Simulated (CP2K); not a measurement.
The system is SnSe2.

```
CELL_PARAMETERS angstrom
3.81100 0.00000 0.00000
-1.90550 3.30042 0.00000
0.00000 0.00000 6.13600
ATOMIC_POSITIONS crystal
Sn 0.00000 0.00000 0.00000
Se 0.66667 0.33333 0.75100
Se 0.33333 0.66667 0.24900
```

Base run:

```yaml
Program: CP2K 2026.2
Functional: PBEsol
Potentials_or_basis: POTENTIAL_UZH Sn GTH-PBE-q4, Se GTH-PBE-q6; TZVP-MOLOPT-PBE-GTH basis
Density_cutoff: 6123 eV
k_mesh: 8 × 8 × 5
Occupations: fermi-dirac, width 0.1 eV
Spin: no spin polarisation
```

Its results: band gap on the k mesh 0.68 eV, indirect (least direct gap 0.93 eV).

Q: The run is repeated on the same cell with these changes: functional from PBEsol to TB-mBJ; density cutoff from 6123 eV to 9184 eV; cutoff of the grids from 450 Ry to 675 Ry. What comes out?

A: Band gap on the k mesh 1.09 eV, indirect (least direct gap 1.50 eV).

Caveats: spin-orbit coupling is left out, which moves the levels of the heavy elements; the basis of atomic orbitals isn't converged, which shifts pressures, moduli and gaps; the mesh misses the band edges, which the band path finds closer together (some runs); this is a model potential without an energy functional, so only levels have meaning (some runs).
